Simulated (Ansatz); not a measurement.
## ZrO$_{2}$: pressure against volume, fitted

```xyz
6
Lattice="3.5961 0.0000 0.0000 0.0000 3.5961 0.0000 0.0000 0.0000 5.1770" Properties=species:S:1:pos:R:3 pbc="T T T"
Zr    0.0000    0.0000    0.0000
Zr    1.7980    1.7980    2.5885
O     0.0000    1.7980    1.0509
O     0.0000    1.7980    3.6394
O     1.7980    0.0000    1.5376
O     1.7980    0.0000    4.1261
```

Atom numbers follow the list: Zr1, Zr2, O3, O4, O5, O6.

The cell is COD entry 2300612, as deposited and not checked against the literature; nothing was relaxed.

These are results of DFT, PBEsol, all-electron LAPW, scalar-relativistic in Ansatz 0.2.0, not measurements.

Numerical set-up: a Γ-centred 6×6×4 k mesh, Fermi–Dirac smearing of 0.01 eV, basis error target 0.5 meV/atom, no spin polarisation.

The cell is scaled evenly. Fractional coordinates are held (clamped ions).

```csv
V (Å³/atom),P (GPa)
10.489,14.81
10.712,8.60
10.935,3.01
11.047,0.43
11.158,-2.02
11.270,-4.35
11.381,-6.55
11.828,-14.31
```

(1) Fit a third-order Birch–Murnaghan curve to the pressures.

(2) Predict the pressure at the withheld volume, 11.604 Å³/atom.

Answers

(1) P = (3B0/2)(y^(7/2) − y^(5/2))[1 + (3/4)(B0′ − 4)(y − 1)] with y = (V0/V)^(2/3) fits within 0.01 GPa for V0 = 11.066 Å³/atom, B0 = 247.1 GPa and B0′ = 4.20.

(2) There y = 0.9688, so the fit gives -10.63 GPa; the run gave -10.63 GPa.
